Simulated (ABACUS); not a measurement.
# Au (Im-3m) in ABACUS: equation of state, part 2 of 2

ABACUS 3.10.1. The steps go on from the part before.

## 6. Equation of state, PBE, 18.57 Å³/atom (volume scaled by 1.02)

File INPUT:

```
INPUT_PARAMETERS
suffix              Au
calculation         scf
basis_type          pw
pseudo_dir          ./
symmetry            1
dft_functional      pbe
ecutwfc             76
pseudo_rcut         10
nspin               1
nbands              14
ks_solver           dav
smearing_method     fd
smearing_sigma      0.00367493
scf_thr             1e-08
scf_nmax            100
mixing_type         broyden
mixing_beta         0.7
cal_force           1
cal_stress          1
kpar                4
```

File STRU:

```
ATOMIC_SPECIES
Au 196.9666 Au.upf

LATTICE_CONSTANT
1.8897261246

LATTICE_VECTORS
-1.6682446112 1.6682446112 1.6682446112
1.6682446112 -1.6682446112 1.6682446112
1.6682446112 1.6682446112 -1.6682446112

ATOMIC_POSITIONS
Direct

Au
0.0
1
0.0000000000 0.0000000000 0.0000000000 1 1 1
```

File KPT:

```
K_POINTS
0
Gamma
11 11 11 0 0 0
```

Potentials or basis: PseudoDojo NC SR 0.4.1 PBE standard, plane waves.

Run with:

```
> OMP_NUM_THREADS=1 mpirun -np 4 abacus > log
```

running log:

```text
ABACUS v3.10.1

               Atomic-orbital Based Ab-initio Computation at UStc

 ------------------------------------------------------------------------------------

 READING GENERAL INFORMATION
                           global_out_dir = OUT.Au/
                           global_in_card = INPUT
                               pseudo_dir = ./
                              orbital_dir =
                                    DSIZE = 4
                                    GSIZE = 1

 READING UNITCELL INFORMATION
                                    ntype = 1
                  lattice constant (Bohr) = 1.88973
              lattice constant (Angstrom) = 1

 READING ATOM TYPE 1
                               atom label = Au
                      L=0, number of zeta = 1
                      L=1, number of zeta = 1
                      L=2, number of zeta = 1
             number of atom for this type = 1

                        TOTAL ATOM NUMBER = 1
DIRECT COORDINATES
    atom                   x                   y                   z     mag                  vx                  vy                  vz
taud_Au1            0.0000000000        0.0000000000        0.0000000000  0.0000        0.0000000000        0.0000000000        0.0000000000

                          Volume (Bohr^3) = 125.324
                             Volume (A^3) = 18.5711

 Lattice vectors: (Cartesian coordinate: in unit of a_0)
             -1.66824            +1.66824            +1.66824
             +1.66824            -1.66824            +1.66824
             +1.66824            +1.66824            -1.66824
 Reciprocal vectors: (Cartesian coordinate: in unit of 2 pi/a_0)
                   +0           +0.299716           +0.299716
            +0.299716                  +0           +0.299716
            +0.299716           +0.299716                  +0
 The esolver type has been set to : ksdft_pw

                PAO radial cut off (Bohr) = 10

 Read in pseudopotential file is Au.upf
                     pseudopotential type = NC
          exchange-correlation functional = PBE
[... 195 lines left out ...]
                          Error Threshold = 0.000325222019399
----------------------------------------------------------
     Energy           Rydberg                 eV
----------------------------------------------------------
 E_KohnSham     -296.3761211515      -4032.4039987991
 E_Harris       -299.4030009798      -4073.5868116243
 E_Fermi        1.3863768673         18.8626249701
----------------------------------------------------------
[... 51 lines left out ...]
 Density error is 7.27286843381e-09
                          Error Threshold = 1.05767933379e-08
----------------------------------------------------------
     Energy           Rydberg                 eV
----------------------------------------------------------
 E_KohnSham     -296.3970206643      -4032.6883512585
 E_KS(sigma->0) -296.3968117606      -4032.6855089772
 E_Harris       -296.3962502740      -4032.6778695601
 E_band         -17.8742118314       -243.1911281666
 E_one_elec     -91.3821313561       -1243.3176818271
 E_Hartree      55.4370347799        754.2595532306
 E_xc           -52.0847052918       -708.6487706187
 E_Ewald        -208.3668009889      -2834.9757674808
 E_entropy(-TS) -0.0004178075        -0.0056845625
 E_descf        0.0000000000         0.0000000000
 E_exx          0.0000000000         0.0000000000
 E_Fermi        1.3452864919         18.3035617322
----------------------------------------------------------

 charge density convergence is achieved
 final etot is -4032.6883513 eV
 EFERMI = 18.303561732 eV

 STATE ENERGY(eV) AND OCCUPATIONS    NSPIN == 1
 1/14 kpoint (Cartesian) = 0.0000 0.0000 0.0000 (1433 pws)
       1       -86.9055     0.00150263
       2       -38.1792     0.00150263
       3       -38.1792     0.00150263
       4       -38.1792     0.00150263
       5        9.42660     0.00150263
       6        14.0115     0.00150263
       7        14.0115     0.00150263
       8        14.0115     0.00150263
       9        15.6980     0.00150263
      10        15.6980     0.00150263
      11        34.8507        0.00000
      12        34.8507        0.00000
      13        34.8507        0.00000
      14        41.2266        0.00000
[... 66 lines left out ...]
       1       -86.8973      0.0180316
       2       -38.3355      0.0180316
       3       -38.2373      0.0180316
       4       -38.1770      0.0180316
       5        11.9241      0.0180316
       6        13.0833      0.0180316
       7        15.5483      0.0180316
       8        15.8578      0.0180316
       9        16.9447      0.0180316
      10        17.6061      0.0180315
      11        22.1811    3.76506e-36
      12        30.8059        0.00000
      13        31.9191        0.00000
      14        38.8884        0.00000

[... levels at 8 further k points ...]

------------------------------------------------------------------------------------------
 TOTAL-FORCE (eV/Angstrom)
------------------------------------------------------------------------------------------
                       Au1         0.0000000000         0.0000000000         0.0000000000
------------------------------------------------------------------------------------------

----------------------------------------------------------------
 TOTAL-STRESS (KBAR)
----------------------------------------------------------------
       -35.5015608107        -0.0000000000        -0.0000000000
        -0.0000000000       -35.5015608107         0.0000000000
         0.0000000000         0.0000000000       -35.5015608107
----------------------------------------------------------------
 TOTAL-PRESSURE: -35.501561 KBAR

 --------------------------------------------
 !FINAL_ETOT_IS -4032.6883512584718119 eV
 --------------------------------------------
```

stdout:

```text
ABACUS v3.10.1

               Atomic-orbital Based Ab-initio Computation at UStc

%%%%%%%%%%%%%%%%%%%%%%%%%%%%%%%%%%%%%%%%%%%%%%%%%%%%%%%%%%%%%%%%%%%%%%%%%%%%%%%%%%%%%%%%%%%%%%%%%%%%%%%%%
 Warning: the number of valence electrons in pseudopotential > 11 for Au: [Xe] 4f14 5d10 6s1
[... 31 lines left out ...]
 TOTAL-STRESS (KBAR)
----------------------------------------------------------------
       -35.5015608107        -0.0000000000        -0.0000000000
        -0.0000000000       -35.5015608107         0.0000000000
         0.0000000000         0.0000000000       -35.5015608107
----------------------------------------------------------------
 TOTAL-PRESSURE: -35.501561 KBAR
```

Wall time 3.4 s (4 MPI ranks of Intel Xeon Platinum 8259CL at 2.50GHz (Skylake/Cascade Lake), shared host); peak memory 0.24 GiB.

Results:

```
Free energy            : -4032.6884 eV
Pressure               : -3.6 GPa
Band gap on the k mesh : none (metal or under the smearing width)
```

## 7. Equation of state, PBE, 18.94 Å³/atom (volume scaled by 1.04)

INPUT is that of step 6.

File STRU:

```
ATOMIC_SPECIES
Au 196.9666 Au.upf

LATTICE_CONSTANT
1.8897261246

LATTICE_VECTORS
-1.6790776720 1.6790776720 1.6790776720
1.6790776720 -1.6790776720 1.6790776720
1.6790776720 1.6790776720 -1.6790776720

ATOMIC_POSITIONS
Direct

Au
0.0
1
0.0000000000 0.0000000000 0.0000000000 1 1 1
```

KPT is that of step 6.

Run with:

```
> OMP_NUM_THREADS=1 mpirun -np 4 abacus > log
```

Run time: 3.9 s. Hardware: 4 MPI ranks of Intel Xeon Platinum 8259CL at 2.50GHz (Skylake/Cascade Lake), shared host; peak memory 0.24 GiB.

It converged, with:

```yaml
Free_energy: -4032.6777 eV
Pressure: -5.6 GPa
Band_gap_on_the_k_mesh: none (metal or under the smearing width)
```

## 8. Equation of state, PBE, 19.30 Å³/atom (volume scaled by 1.06)

INPUT is that of step 7.

File STRU:

```
ATOMIC_SPECIES
Au 196.9666 Au.upf

LATTICE_CONSTANT
1.8897261246

LATTICE_VECTORS
-1.6897727226 1.6897727226 1.6897727226
1.6897727226 -1.6897727226 1.6897727226
1.6897727226 1.6897727226 -1.6897727226

ATOMIC_POSITIONS
Direct

Au
0.0
1
0.0000000000 0.0000000000 0.0000000000 1 1 1
```

KPT is that of step 7.

Run with:

```
> OMP_NUM_THREADS=1 mpirun -np 4 abacus > log
```

Wall time 4.6 s (4 MPI ranks of Intel Xeon Platinum 8259CL at 2.50GHz (Skylake/Cascade Lake), shared host); peak memory 0.24 GiB.

Results (log left out):

```yaml
Free_energy: -4032.6626 eV
Pressure: -7.5 GPa
Band_gap_on_the_k_mesh: none (metal or under the smearing width)
```

## 9. Equation of state, PBE

Potentials or basis: PseudoDojo NC SR 0.4.1 PBE standard, plane waves.

No new run: the results of the series are fitted here.

What came out:

```
Equilibrium volume                      : 18.04 Å³/atom
Bulk modulus                            : 135 GPa
Pressure derivative of the bulk modulus : 5.7
```

Energy against volume, from the lowest point:
```csv
volume (Å³/atom),energy (meV/atom)
17.115,21.75
17.479,7.19
17.843,0.26
18.207,0.00
18.571,5.56
18.935,16.22
19.299,31.33
```

Spin-orbit coupling is left out, which matters for the levels of Au.
